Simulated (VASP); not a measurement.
Runs of VASP 6.6.1 on PbS (Galena). Symmetry: Fm-3m, No. 225, cubic system. The conventional cell has a = 5.931 Å, b = 5.931 Å, c = 5.931 Å, α = 90.00°, β = 90.00°, γ = 90.00°. Around Pb (site symmetry m-3m) lie 6 S at 2.97 Å. S (site symmetry m-3m) has 6 Pb at 2.97 Å as nearest neighbours. 

```csv
task,level,spin,cell,k mesh,cutoff (eV),smearing,ladder,k mesh for the DOS,occupations for the DOS,grid for exact exchange (PRECFOCK),exchange at q = 0,mesh quality,gap on the mesh (eV),pressure (GPa),relaxed volume (Å³/atom)
relaxation of cell and atoms,r2SCAN,off,relaxed,8 × 8 × 8,600,gaussian 0.05 eV,-,-,-,-,-,not flagged,0.70,0.0,(a)
relaxation of cell and atoms,TPSS,off,relaxed,8 × 8 × 8,600,gaussian 0.05 eV,-,-,-,-,-,not flagged,0.48,0.0,26.87
relaxation of cell and atoms,PBEsol,off,relaxed,8 × 8 × 8,600,fermi-dirac 0.05 eV,-,-,-,-,-,not flagged,0.20,0.0,25.71
band structure,TB-mBJ,off,as given,8 × 8 × 8,520,gaussian 0.02 eV,free,-,-,-,-,not flagged,(b),-,-
single point,PBE,off,as given,8 × 8 × 8,520,gaussian 0.1 eV,-,-,-,-,-,not flagged,0.36,2.1,-
relaxation of cell and atoms,B3LYP,off,relaxed,4 × 4 × 4,600,fermi-dirac 0.05 eV,-,-,-,Fast,default,coarse,(c),0.0,(d)
relaxation of cell and atoms,BEEF-vdW,off,relaxed,8 × 8 × 8,600,fermi-dirac 0.05 eV,-,-,-,-,-,not flagged,0.70,0.0,27.75
single point,PBE,off,as given,8 × 8 × 8,520,gaussian 0.016 eV,-,-,-,-,-,not flagged,0.36,2.2,-
Born charges and dielectric tensor,PBE,off,as given,8 × 8 × 8,520,fermi-dirac 0.05 eV,-,-,-,-,-,not flagged,0.36,-,-
band structure,rSCAN,off,as given,8 × 8 × 8,520,fermi-dirac 0.05 eV,-,-,-,-,-,not flagged,0.61,1.3,-
```

Alike in all rows: potentials or basis VASP PAW PBE potentials, release 64 (Pb_d, S).

Question: Estimate the missing entries.

Answer: (a) 26.66; (b) 1.08; (c) 1.63; (d) 28.10.

Caveats: some runs use coarse meshes; spin-orbit coupling is left out, which as a rule narrows the gap of such compounds by several tenths of an eV; the PAW data sets were made with another functional, which shifts forces and pressure a little (some runs); the gap is small at this level, which inflates the dielectric constant (some runs).

A k mesh can miss the band edges, and the runs leave out spin-orbit coupling on Pb.

Not every run made on this cell is shown here.
